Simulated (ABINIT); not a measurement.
## CdSe in ABINIT: the effect of functional

CdSe:

```xyz
2
Lattice="0.0000 3.0703 3.0703 3.0703 0.0000 3.0703 3.0703 3.0703 0.0000" Properties=species:S:1:pos:R:3 pbc="T T T"
Cd    0.0000    0.0000    0.0000
Se    1.5351    1.5351    1.5351
```

Measurements of this composition are mostly on another form, of space group No. 186.

Alike in all runs:

- Program: ABINIT 10.8.3 (patched build)
- Task: single point
- Potentials or basis: JTH PAW PBE v2.0
- Cutoff: 707 eV
- k mesh: 8 × 8 × 8
- Occupations: fermi-dirac, width 0.05 eV
- Spin: no spin polarisation

One run gave: gap on the mesh 0.83 eV; pressure -1.1 GPa. Which functional did it use?
A. SCAN
B. r2SCAN
C. PBEsol
D. BLYP
E. revPBE

A.

```csv
functional,gap on the mesh (eV),pressure (GPa)
PBEsol,0.42,-1.5
RPBE,0.72,3.1
BLYP,0.46,4.0
r2SCAN,1.01,-0.4
SCAN,0.83,-1.1
revPBE,0.67,2.6
PW91,0.50,1.0
WC,0.39,-1.4
```

Caveats: the PAW data sets were made with another functional, which shifts forces and pressure a little.

Runs at the PBE level aren't shown here.
